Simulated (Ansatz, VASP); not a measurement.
# V: VASP beside Ansatz

```
CELL_PARAMETERS angstrom
2.60429 0.00000 0.00000
-1.30215 2.25538 0.00000
0.00000 0.00000 4.72334
ATOMIC_POSITIONS crystal
V 0.33333 0.66667 0.25000
V 0.66667 0.33333 0.75000
```

This isn't the form of V at room conditions, which is bcc.

Alike in both runs: task single point; functional PBE; k mesh 12 × 12 × 6; occupations fermi-dirac, width 0.05 eV; collinear spin, ferromagnetic start.

|  | VASP | Ansatz |
| --- | --- | --- |
| version | VASP 6.6.1 | Ansatz 0.2.0 |
| potentials or method | VASP PAW PBE potentials, release 64 (V_sv) | Ansatz PAW |
| plane-wave cutoff (eV) | 520 | 420 |
| valence electrons in the cell | 26 | 26 |

Ansatz gave:

```
gap on the k mesh at the Fermi level (eV)       : none
pressure (GPa)                                  : -0.5
largest component of the traceless stress (GPa) : 0.74
net moment per atom (μB)                        : 0.00
```

Problem. What did VASP give for the same quantities?

Solution. gap on the k mesh at the Fermi level (eV): none; pressure (GPa): -0.3; largest component of the traceless stress (GPa): 0.76; net moment per atom (μB): 0.00.

A gap of «none» marks a metal or a gap that the smearing closes. With one functional, cell and mesh, what is left measures potentials, basis and numerics.

Caveats: the starting moments weren't kept (Ansatz).
